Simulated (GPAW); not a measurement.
# GaN (P6_3mc) in GPAW: notebook, part 2 of 2

GPAW 26.7.0.

### 4 Equation of state, PBE

run.py reads:

```python
from ase import Atoms
from ase.eos import EquationOfState
from ase.io import Trajectory
from ase.units import GPa
from gpaw import GPAW

atoms = Atoms(['Ga', 'Ga', 'N', 'N'],
              cell=[[3.18, 0.0, 0.0],
                    [-1.59, 2.753960784, 0.0],
                    [0.0, 0.0, 5.166]],
              scaled_positions=[[0.6666666667, 0.3333333333, 0.5],
                                [0.3333333333, 0.6666666667, 0.0],
                                [0.6666666667, 0.3333333333, 0.875],
                                [0.3333333333, 0.6666666667, 0.375]],
              pbc=True)

traj = Trajectory('eos.traj', 'w')
volumes, energies = [], []
for x in [0.94, 0.96, 0.98, 1.0, 1.02, 1.04, 1.06]:
    a = atoms.copy()
    a.set_cell(atoms.cell * x**(1 / 3), scale_atoms=True)
    calc = GPAW(mode='fd',
                h=0.16,
                xc='PBE',
                kpts={'size': (7, 7, 4), 'gamma': True},
                occupations={'name': 'fermi-dirac', 'width': 0.05},
                nbands=18,
                convergence={'density': 1e-05, 'energy': 1e-05},
                maxiter=150,
                txt=f'eos-{x:.2f}.txt')
    a.calc = calc
    energies.append(a.get_potential_energy(force_consistent=True))
    volumes.append(a.get_volume())
    calc.write(f'eos-{x:.2f}.gpw')
    traj.write(a)
    print(f'{x:.2f} {volumes[-1]:10.4f} A^3 {energies[-1]:14.6f} eV', flush=True)

v0, e0, B = EquationOfState(volumes, energies, eos='birchmurnaghan').fit()
print(f'V0 = {v0:.4f} A^3, E0 = {e0:.6f} eV, B0 = {B / GPa:.2f} GPa')
```

Potentials or basis: GPAW PAW data sets (gpaw-data 1.2.1), fd.

On the command line:

```sh
> OMP_NUM_THREADS=1 python run.py
```

The log of the run:

```text
__  _  _
 | _ |_)|_||  |
 |__||  | ||/\| - 26.7.0

Input parameters:
  mode=FD(),
  convergence={'density': 1e-05, 'energy': 1e-05},
  h=0.16,
  kpts=MonkhorstPack(size=(7, 7, 4), gamma=True),
  maxiter=150,
  nbands=18,
  occupations=Occupations(name='fermi-dirac', width=0.05),
  xc=XC(name='PBE')

Diagonalizing LCAO Hamiltonian
Converting LCAO to fd mode

           N

           Ga
        N

        Ga

Atoms  # Å, Bohr magnetons
|   | symbol |         x |        y |        z |    initial magnetic moments |
|---|--------|-----------|----------|----------|-----------------------------|
| 0 |     Ga |  1.557542 | 0.899247 | 2.530271 | ( 0.0000,  0.0000,  0.0000) |
| 1 |     Ga | -0.000000 | 1.798494 | 0.000000 | ( 0.0000,  0.0000,  0.0000) |
| 2 |      N |  1.557542 | 0.899247 | 4.427974 | ( 0.0000,  0.0000,  0.0000) |
| 3 |      N | -0.000000 | 1.798494 | 1.897703 | ( 0.0000,  0.0000,  0.0000) |

Unit cell  # Å
| periodic |         x |        y |        z |  lengths |     angles |
|----------|-----------|----------|----------|----------|------------|
|      yes |  3.115084 | 0.000000 | 0.000000 | 3.115084 |  90.000000 |
|      yes | -1.557542 | 2.697742 | 0.000000 | 3.115084 |  90.000000 |
|      yes |  0.000000 | 0.000000 | 5.060542 | 5.060542 | 120.000000 |

Number of symmetries: 6
Symmetry operations  # r_c * U_cc + t_c -> r_c
|   | kind |            matrix            |
|---|------|------------------------------|
| 0 |  σ   |  1, 1, 0,  0,-1, 0,  0, 0, 1 |
| 1 |  E   |  1, 0, 0,  0, 1, 0,  0, 0, 1 |
| 2 |  C3  |  0, 1, 0, -1,-1, 0,  0, 0, 1 |
| 3 |  σ   |  0,-1, 0, -1, 0, 0,  0, 0, 1 |
| 4 |  σ   | -1, 0, 0,  1, 1, 0,  0, 0, 1 |
| 5 |  C3  | -1,-1, 0,  1, 0, 0,  0, 0, 1 |

BZ-sampling:
  Number of BZ points: 196
  Number of IBZ points: 28

  Monkhorst-Pack size: [7, 7, 4]
  Monkhorst-Pack shift: [0.0, 0.0, 0.125]

K-points  # in reciprocal-cell coordinates
|     |                                coordinates |     weight |
|-----|--------------------------------------------|------------|
|   0 | (  0.00000000,   0.00000000,   0.00000000) | 0.00510204 |
|   1 | (  0.00000000,   0.00000000,   0.25000000) | 0.01020408 |
|   2 | (  0.00000000,   0.00000000,   0.50000000) | 0.00510204 |
|   3 | (  0.14285714,   0.00000000,  -0.25000000) | 0.03061224 |
|   4 | (  0.14285714,   0.00000000,   0.00000000) | 0.03061224 |
|   5 | (  0.14285714,   0.00000000,   0.25000000) | 0.03061224 |
|   6 | (  0.14285714,   0.00000000,   0.50000000) | 0.03061224 |
|   7 | (  0.28571429,  -0.14285714,   0.00000000) | 0.03061224 |
|   8 | (  0.28571429,  -0.14285714,   0.25000000) | 0.06122449 |
|   9 | (  0.28571429,  -0.14285714,   0.50000000) | 0.03061224 |
| ... |                                            |            |
|  27 | (  0.42857143,   0.42857143,   0.50000000) | 0.03061224 |

Uniform wave function grid shape: (np.int64(16), np.int64(16), np.int64(32))
Spin-components: 1 (collinear spins)
Bands:           18
Projectors:      20
Spin-degeneracy: 2
Datatype:        complex128

Parallelization:
  kpt:    1
  domain: 1
  band:   1

Density:
  Valence electrons: 16.0
  Components: 1
  Grid points: [16 16 32]
  Charge: 0.0  # |e|

Potential:
  Grid points: [16 16 32]

species:
  Ga:
    name:    Gallium
    Z:       31.0
    valence: 3
    core:    28
    charge:  0.0  # [|e|]
    compensation charges:
      type: gauss
      rc: 0.37  # [Å]
      lmax: 2
    cutoffs:
      filter: 2.06  # [Å]
      core: 4.17  # [Å]
    projectors
    | kind |    occ | energy [eV] | rcut [Å] |
    |------|--------|-------------|----------|
    |   4s |  2.000 |      -8.945 |    1.164 |
    |   4p |  1.000 |      -2.580 |    1.164 |
    |    s |        |      18.266 |    1.164 |
    |    p |        |      24.631 |    1.164 |
    |    d |        |       0.000 |    1.164 |

    Using partial waves for Ga as LCAO basis

  N:
    name:    Nitrogen
    Z:       7.0
    valence: 5
    core:    2
    charge:  0.0  # [|e|]
    compensation charges:
      type: gauss
      rc: 0.18  # [Å]
      lmax: 2
    cutoffs:
      filter: 1.11  # [Å]
      core: 0.96  # [Å]
    projectors
    | kind |    occ | energy [eV] | rcut [Å] |
    |------|--------|-------------|----------|
    |   2s |  2.000 |     -18.583 |    0.603 |
    |   2p |  3.000 |      -7.089 |    0.529 |
    |    s |        |       8.629 |    0.603 |
    |    p |        |      20.123 |    0.529 |
    |    d |        |       0.000 |    0.577 |

    Using partial waves for N as LCAO basis

Reference energy: -108732.786066  # eV

eigensolver:
  PPCG
  Converge bands: occupied
  niter=2

density mixing:
  MSR1-Mixer
  Pratt-step length: 0.05
  Maximum mixing coefficient: 0.75
  Old densities: 10
  SVD Regularization: 0.005
  Good broyden scale: 1.0
  Trust region scale: 1.0
  Backstep threshold: 4.0
  History deletion threshold: 6.0
  Fourier metric: weight=20.0, sigma=0.015

occupation numbers:
  Fermi-Dirac:
    width: 0.0500  # eV

FastPoissonSolver using
    Stencil: 8*3+1=25 point O(h^6) finite-difference Laplacian
    FFT axes: [np.int64(0), np.int64(1), np.int64(2)]
    FST axes: []

xc functional:
  name: PBE with 2 nearest neighbor stencil
interpolation: tri-quintic # 5. degree polynomial

convergence criteria:
- Maximum integral of absolute [dens]ity change: 1e-05 electrons / valence electron
- Maximum [total energy] change in last 3 cyles: 1e-05 eV / valence electron
- Maximum integral of absolute [eigenst]ate change: 4e-08 eV^2 / valence electron
maximum number of iterations: 150

SCF iterations
|iter     | |      energy | eigst |  dens |
|---------|-|-------------|-------|-------|
|iter:   1| |  -27.768842 | +0.58 |       |
|iter:   2| |  -26.741389 | -0.66 | -0.56 |
|iter:   3| |  -23.796404 | +0.04 | -0.61 |
|iter:   4| |  -23.803652 | -1.18 | -1.31 |
|iter:   5| |  -23.807910 | -1.93 | -1.58 |
|iter:   6| |  -23.807992 | -3.18 | -2.75 |
|iter:   7| |  -23.808007c| -4.18 | -3.29 |
|iter:   8| |  -23.808008c| -5.19 | -3.91 |
|iter:   9| |  -23.808008c| -6.07 | -4.42 |
|iter:  10| |  -23.808008c| -6.96 | -4.80 |
|iter:  11| |  -23.808008c| -7.54c| -5.51c|

Converged in 11 steps
Energy contributions relative to reference atoms: (reference = -108732.786066)

Energy contributions:
  Kinetic:          95.774240
  Coulomb:         -83.835544
  Zero:              1.025546
  External:          0.000000
  Xc:              -36.772251
  Entropy:          -0.000000
  Spinorbit:         0.000000
  ----------------------------
  Free energy:     -23.808008
  Extrapolated:    -23.808008

dipole moment: (-0.000000, 0.000000, -11.261719)  # |e|*Ang

Fermi level: 8.717
Eigenvalues  # (at kpt = [0.000, 0.000, 0.000])
| band index |      eig [eV] | occ [0-2] |
|------------|---------------|-----------|
|          0 |        -9.198 |     2.000 |
|          1 |        -6.554 |     2.000 |
|          2 |        -0.179 |     2.000 |
|          3 |         6.174 |     2.000 |
|          4 |         6.180 |     2.000 |
|          5 |         7.278 |     2.000 |
|          6 |         7.307 |     2.000 |
|          7 |         7.316 |     2.000 |
|          8 |         9.860 |     0.000 |
|          9 |        12.182 |     0.000 |
|         10 |        17.062 |     0.000 |
|         11 |        17.723 |     0.000 |
|         12 |        17.724 |     0.000 |
|         13 |        18.725 |     0.000 |
|         14 |        19.667 |     0.000 |
|         15 |        19.669 |     0.000 |
|        ... |               |           |
|         17 |        23.067 |     0.000 |

Gap: 2.545 eV
Transition (v -> c):
  (s=0, k=0, n=7, [0.00, 0.00, 0.00]) -> (s=0, k=0, n=8, [0.00, 0.00, 0.00])
No difference between direct/indirect transitions
# Writing to eos-0.94.gpw (mode='')
```

Wall time 4.9 min (1 thread of Intel Xeon at 2.70GHz, shared host); peak memory 0.42 GiB.

Results:

* Equilibrium volume: 12.15 Å³/atom (rough: see the caveat)
* Bulk modulus at fixed shape and positions: 196 GPa (rough)

Energy against volume, from the lowest point:
| volume (Å³/atom) | energy (meV/atom) |
| --- | --- |
| 10.632 | 142.65 |
| 10.858 | 99.40 |
| 11.084 | 64.95 |
| 11.310 | 38.43 |
| 11.537 | 19.19 |
| 11.763 | 6.61 |
| 11.989 | 0.00 |

Caveat: the data sets keep Ga 3d, Li 1s and Be 1s frozen, and some such compounds lay over 1.5 % in volume off other programs; the real-space grid adds noise to forces; the minimum lies outside the volumes run; the cell was scaled at fixed shape and fractional positions, which overstates the stiffness of a crystal with free parameters, most of all of layers and chains.

### 5 Summary

```csv
task,level,potentials or basis,spin,cutoff (eV),band path,band points,spin axis theta (degrees),spin axis phi (degrees),soc after scf,grid spacing,gap on the mesh (eV),largest force (eV/Å)
band structure,optPBE-vdW,"GPAW PAW data sets (gpaw-data 1.2.1), pw","SOC, no magnetisation",800,"GMKGALHA,LM,KH",80,0,0,second variation,-,2.19,0.18
band structure,vdW-DF-cx,"GPAW PAW data sets (gpaw-data 1.2.1), pw","SOC, no magnetisation",800,"GMKGALHA,LM,KH",100,0,0,second variation,-,2.10,0.18
equation of state,PBE,"GPAW PAW data sets (gpaw-data 1.2.1), fd",off,-,-,-,-,-,-,0.16 Å,-,-
```

Alike in all rows: cell as given; k mesh 7 × 7 × 4; smearing fermi-dirac 0.05 eV.

Caveats: spin-orbit coupling was added after a scalar SCF, so levels and gaps hold it while energy, forces, pressure and moments don't (some runs); this program's spin-orbit splittings come out too wide for heavy elements (some runs); the PAW data sets were made with another functional, which shifts forces and pressure a little (some runs); the data sets keep Ga 3d, Li 1s and Be 1s frozen, and some such compounds lay over 1.5 % in volume off other programs (some runs); the real-space grid adds noise to forces (some runs); the minimum lies outside the volumes run (some runs); the cell was scaled at fixed shape and fractional positions, which overstates the stiffness of a crystal with free parameters, most of all of layers and chains (some runs).

Absolute energies hang on the potentials; compare differences alone.

### 6 How close it comes

Step 2. A measured gap of GaN is 3.503 eV (direct; quoted in “Studying electronic properties in GaN without electrical contacts using γ-γ vs e−-γ Perturbed Angular Correlations”, 2019, pmc:6823545); the calculated 2.19 eV misses it by -1.31 eV. The value is that of optPBE-vdW, without temperature or zero-point motion.

Step 3. A measured gap of GaN is 3.503 eV (direct; quoted in “Studying electronic properties in GaN without electrical contacts using γ-γ vs e−-γ Perturbed Angular Correlations”, 2019, pmc:6823545); the calculated 2.10 eV misses it by -1.40 eV. The value is that of vdW-DF-cx, without temperature or zero-point motion.
